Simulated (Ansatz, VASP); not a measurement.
# ZnO: VASP beside Ansatz

```
Zn O
1.0
     3.27909    0.00000    0.00000
    -1.63954    2.83977    0.00000
     0.00000    0.00000    5.29287
Zn O
2 2
Direct
  0.33333 0.66667 0.00148
  0.66667 0.33333 0.50148
  0.33333 0.66667 0.38062
  0.66667 0.33333 0.88062
```

Alike in both runs: functional PBE; k mesh 9 × 9 × 6; occupations gaussian, width 0.02 eV; no spin polarisation.

Ansatz relaxed the structure, and its values are those at the end. VASP's run is a single point on that final structure, the one shown.

|  | VASP | Ansatz |
| --- | --- | --- |
| version | VASP 6.6.1 | Ansatz 0.2.0 |
| potentials or method | VASP PAW PBE potentials, release 64 (Zn, O) | scalar-relativistic, plane waves, PAW |
| plane-wave cutoff (eV) | 520 | 520 |
| valence electrons in the cell | 36 | 36 |

|  | VASP | Ansatz | Ansatz less VASP |
| --- | --- | --- | --- |
| gap on the k mesh at the Fermi level (eV) | 0.73 | 0.75 | +0.019 |
| least direct gap on the mesh (eV) | 0.73 | 0.75 | +0.019 |
| pressure (GPa) | 0.9 | 0.0 | -0.94 |

As with any semilocal functional, this PBE gap is likely too small.
